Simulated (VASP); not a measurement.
A run of VASP 6.6.1 is set up as follows.

INCAR

```
PREC     = Accurate       # precision mode
ENCUT    = 600            # plane-wave cutoff, eV
EDIFF    = 1E-7           # SCF threshold, eV
ISMEAR   = 0              # smearing method
SIGMA    = 0.03           # smearing width, eV
LREAL    = False          # projectors in reciprocal space
LASPH    = True           # aspherical terms in the spheres
NELM     = 80             # most SCF steps
ALGO     = Normal         # electronic algorithm
ISIF     = 2              # what is computed and relaxed
LWAVE    = False          # write WAVECAR
LCHARG   = False          # write CHGCAR
GGA      = PS             # functional
IBRION   = 2              # ionic algorithm
NSW      = 40             # ionic steps
EDIFFG   = -0.01          # ionic threshold
```

Contents of KPOINTS:

```
Automatic mesh
0
Gamma
  8 8 8
```

File POSCAR:

```
NaCl                                    
1.0
   -0.0000000000      2.7466256869      2.7466256869
    2.7466256869     -0.0000000000      2.7466256869
    2.7466256869      2.7466256869     -0.0000000000
  Na              Cl            
     1     1
Direct
     0.0000000000000000    0.0000000000000000    0.0000000000000000
     0.5000000000000000    0.5000000000000000    0.5000000000000000
```

Potentials or basis: VASP PAW PBE potentials, release 64 (Na_pv, Cl).

Launch:

```sh
$ cat potpaw_PBE.64/Na_pv/POTCAR potpaw_PBE.64/Cl/POTCAR > POTCAR
$ mpirun -np 1 vasp_std > vasp.out
```

**Question.** Estimate the band gap on the k mesh.

**Answer.** 5.24 eV, direct.

Final structure:
```
Na Cl
1.0
     0.00000    2.74663    2.74663
     2.74663    0.00000    2.74663
     2.74663    2.74663    0.00000
Na Cl
1 1
Direct
  0.00000 0.00000 0.00000
  0.50000 0.50000 0.50000
```

Caveat: the relaxation stopped at its first step, so nothing moved.
